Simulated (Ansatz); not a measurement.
In doubt: masses and optical values from hybrid runs of this build are listed as unsure (in some of the runs), which bears on the screening that GW takes from such a start.

Two G0W0 runs on GaN (P6_3mc).

The database entry behind the starting cell differs from later determinations by our own check (about 0.3 % short, ideal inner coordinate), so it need not match the best structure at ambient conditions.

```cif
data_structure
_symmetry_space_group_name_H-M 'P 1'
_symmetry_Int_Tables_number 1
_cell_length_a 3.1800
_cell_length_b 3.1800
_cell_length_c 5.1660
_cell_angle_alpha 90.000
_cell_angle_beta 90.000
_cell_angle_gamma 120.000
_cell_volume 45.24
loop_
_atom_site_label
_atom_site_type_symbol
_atom_site_fract_x
_atom_site_fract_y
_atom_site_fract_z
_atom_site_occupancy
Ga1 Ga 0.33333 0.66667 0.00000 1
Ga2 Ga 0.66667 0.33333 0.50000 1
N3 N 0.33333 0.66667 0.37500 1
N4 N 0.66667 0.33333 0.87500 1
```

The cell and positions come from the Crystallography Open Database and are kept as given unless a step says otherwise. PAW set soft_2, made with PBE.

The first (Ansatz 0.2.0; start HSE06, 6×6×4 mesh, 135 empty bands, screening to 120 eV; 1 × NVIDIA H100 80GB HBM3 (shared by 6 runs) with 3 threads of AMD EPYC 7R13 (Zen 3), shared host) gave, on its mesh: starting gap 3.23 eV, G0W0 gap 3.70 eV, RPA ε∞ (mean) 4.52, 35 s.

The second gave: starting gap 1.96 eV, G0W0 gap 3.10 eV, RPA ε∞ (mean) 5.92, 21 s.

Q: What was changed in the input? Choose among start, files, mesh, bands and cutoff, frequency model or another key.

Changed: start from HSE06 to PBE and frequency model from contour deformation to plasmon pole. A jump of this size in the start, with ε∞ moving the other way, marks another functional. Other changes could give like numbers; this is the one that was made.

Limits: not at the basis limit; no spin-orbit coupling.

[Paths, hosts, dates, memory and timing lines, banners, echoed tables and standing remarks are left out of the program output.]

[Logs are printed without paths, hosts, clocks, repeated set-up lines and the standing remarks that a program may print on its own settings, such as how far it seeks lower states.]

[Runs of the session that timed out or met a known fault of the program may be left out.]

[Cells called generated may have been cut or substituted from an entry of the Crystallography Open Database or the Materials Project.]

[Hosts, paths, dates, database ids (printed as entryN), source tags and the programs' standing remarks are cut or masked in the printed files.]
